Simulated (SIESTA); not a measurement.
**SiNi under changes of volume**

One of the cells (12.098 Å³/atom); the others are scaled copies at fixed shape and fractional positions:

```
Ni Si
1.0
     5.17310    0.00000    0.00000
     0.00000    3.33810    0.00000
     0.00000    0.00000    5.60490
Ni Si
4 4
Direct
  0.99221 0.75000 0.81248
  0.50779 0.25000 0.31248
  0.49221 0.75000 0.68752
  0.00779 0.25000 0.18752
  0.67872 0.25000 0.91750
  0.82128 0.75000 0.41750
  0.17872 0.25000 0.58250
  0.32128 0.75000 0.08250
```

```yaml
Program: SIESTA 5.4.2
Functional: LDA
Potentials_or_basis: PseudoDojo 0.4 standard (LDA files)
Basis: DZP (energy shift 0.003 Ry; two zetas on semicore shells)
Grid_cutoff: 800 Ry
Energy_shift: 0.003 Ry
k_mesh: 4 × 6 × 4
Occupations: fermi-dirac, width 0.05 eV
Spin: collinear spin, ferromagnetic start
Starting_moments: "[1.0, 1.0, 1.0, 1.0, 0.0, 0.0, 0.0, 0.0] μB"
```

```tsv
volume (Å³/atom)	energy over the lowest point (meV/atom)	pressure (GPa)	largest force (eV/Å)
11.373	0.99	2.9	0.164
11.614	0.00	-1.5	0.113
11.856	?	?	?
12.098	16.56	-9.1	0.134
12.340	32.72	-12.2	0.151
12.582	53.37	-15.0	0.173
12.824	78.02	-17.5	0.195
```

What does the run at 11.856 Å³/atom give?

Energy over the lowest point 5.43 meV/atom; pressure -5.5 GPa; largest force 0.120 eV/Å.

Worked out: A Birch-Murnaghan fit of order 3 (a polynomial in V^(-2/3)) to the other rows has its minimum at 11.53 Å³/atom with B0 = V·E''(V) = 211 GPa and B' = 4.7 at fixed shape and positions, which overstates the stiffness. It gives 5.43 meV/atom at 11.856 Å³/atom, against the run's 5.43, and -dE/dV = -5.6 GPa, against -5.5.

Energies are extrapolated to zero smearing.

Caveats: short orbitals over semicore shells can move pressures by several GPa; the basis of atomic orbitals isn't converged, which shifts pressures, moduli and gaps.
